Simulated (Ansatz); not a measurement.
A set of 12 reactions (hydrogen abstraction), with CCSD(T)/CBS values in kJ/mol:

| reaction | ΔE |
| --- | --- |
| `[F][SnH3]` + `[SiH3]`• → `[F][SnH2]`• + SiH₄ | -66.7 |
| `ClCI` + F• → `Cl[CH]I`• + H–F | -159.4 |
| `CO[SiH3]` + F• → `CO[SiH2]`• + H–F | -185.1 |
| `OBS` + Cl• → `O[B]S`• + HCl | 11.2 |
| `C[SiH](N)O` + Cl• → `C[SiH]([NH])O`• + HCl | 49.9 |
| `[F][SnH3]` + H• → `[F][SnH2]`• + H₂ | -120.4 |
| `CS(C)=O` + `[SiH3]`• → `[CH2]S(C)=O`• + SiH₄ | 52.3 |
| `OBS` + `[CH3]`• → `O[B]S`• + CH₄ | -10.5 |
| `OBS` + F• → `O[B]S`• + H–F | -134.2 |
| `ClCBr` + `F[C](F)F`• → `Cl[CH]Br`• + `FC(F)F` | -41.4 |
| `C[SiH](N)O` + `[SiH3]`• → `C[SiH]([NH])O`• + SiH₄ | 93.6 |
| `C#[C][GeH2][F]` + `[CH3]`• → `C#[C][GeH][F]`• + CH₄ | -85.9 |

Calculated with Ansatz (gas phase, PBE0-D4/def2-TZVP geometries, no zero-point term in ΔE). CCSD(T)/CBS adds triple-zeta CCSD(T) − MP2 to the extrapolated MP2 energy (def2 sets, frozen cores). This one scheme is used for every species, atoms too. DFT in def2-TZVPP. B3LYP here is the variant with VWN-RPA as its local correlation; programs differ in this. No spin–orbit coupling; open shells (•) take unrestricted orbitals. Spin–orbit coupling would lower the free atoms: a little for Cl, F. Elements past krypton have def2 core potentials. For Br, Ge, I, Sn outer-core shells are correlated without core-valence functions, so the limit isn't a true one: a few kJ/mol of doubt a bond, and 10 to 20 or more in all where bonds break to atoms. Scalar relativity is left out up to krypton. Each species was taken in one conformer, which may not be the lowest.

Problem. Give the mean, mean absolute and largest difference (level minus CCSD(T)/CBS, kJ/mol) for: PBE-D4, r2SCAN-D4, B3LYP-D4, ωB97X-V, ωB97M-V, HF/def2-TZVPP, MP2/def2-TZVPP, CCSD/def2-TZVPP, CCSD(T)/def2-TZVPP, MP2/def2-QZVPP, SCS-MP2/def2-QZVPP, HF/CBS(def2), MP2/CBS(def2), CCSD/CBS(def2). (An estimate is asked.)

Solution. The calculation gave: 
```tsv
level	mean	mean absolute	largest
PBE-D4	-12.8	13.7	-26.4
r2SCAN-D4	-7.7	8.0	-20.8
B3LYP-D4	-4.1	7.2	-17.8
ωB97X-V	1.8	7.2	17.3
ωB97M-V	-0.1	7.4	16.2
HF/def2-TZVPP	28.5	39.8	107.9
MP2/def2-TZVPP	2.0	8.7	18.3
CCSD/def2-TZVPP	5.8	7.3	19.8
CCSD(T)/def2-TZVPP	3.6	4.4	12.9
MP2/def2-QZVPP	-0.4	10.9	-22.8
SCS-MP2/def2-QZVPP	4.5	4.9	9.7
HF/CBS(def2)	27.7	39.1	106.0
MP2/CBS(def2)	-1.6	12.3	-27.3
CCSD/CBS(def2)	2.2	3.2	7.7
```

The largest T1 diagnostic in the set is 0.022, for `[CH2]S(C)=O`• (customary mark 0.045).

CCSD(T)/CBS is a level of theory with its own doubt, and the functionals carry their triple-zeta basis error, so these figures describe this set and don't rank the functionals.
